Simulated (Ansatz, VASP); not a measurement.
Cu: VASP beside Ansatz

The input INCAR:

```
SYSTEM = Cu
  PREC = Accurate
  ENCUT = 520
  EDIFF = 1E-6
  ISMEAR = 0
  SIGMA = 0.15
  LREAL = .FALSE.
  LASPH = .TRUE.
  NELM = 100
  ALGO = Normal
  ISIF = 2
  LWAVE = .FALSE.
  LCHARG = .FALSE.
  GGA = PE
  NBANDS = 12
```

Contents of KPOINTS:

```
regular mesh
0
G
  32 32 32
  0 0 0
```

Contents of POSCAR:

```
Cu
1.0
   -1.3519698232      1.3519698232      1.6432429766
    1.3519698232     -1.3519698232      1.6432429766
    1.3519698232      1.3519698232     -1.6432429766
Cu
1
Direct
    0.0000000000      0.0000000000      0.0000000000
```

Input for Ansatz:

```yaml
crystal:
  lattice:
    - [-1.3519698232, 1.3519698232, 1.6432429766]
    - [1.3519698232, -1.3519698232, 1.6432429766]
    - [1.3519698232, 1.3519698232, -1.6432429766]
  atoms:
    - { symbol: Cu, position: [0.0, 0.0, 0.0] }
basis:
  ecutwfc: 420
kpoints:
  mp_grid: { grid: [32, 32, 32] }
hamiltonian:
  xc: pbe
scf:
  occupations: { method: gaussian, width: 0.15 }
output:
  forces: true
  stress: true
  eigenvalues: true
```

Alike in both runs: task single point; functional PBE; k mesh 32 × 32 × 32; occupations gaussian, width 0.15 eV; no spin polarisation.

```csv
,VASP,Ansatz
version,VASP 6.6.1,Ansatz 0.2.0
potentials or method,"VASP PAW PBE potentials, release 64 (Cu)","scalar-relativistic, plane waves, PAW"
plane-wave cutoff (eV),520,420
valence electrons in the cell,11,19
```

Ansatz gave:

- gap on the k mesh at the Fermi level (eV): none
- pressure (GPa): -0.3
- largest component of the traceless stress (GPa): 2.29

Q: What did VASP give for the same quantities?

A: gap on the k mesh at the Fermi level (eV): none; pressure (GPa): 0.3; largest component of the traceless stress (GPa): 2.25.

A gap of «none» marks a metal or a gap that the smearing closes. The two sets of potentials don't hold the same shells in valence.
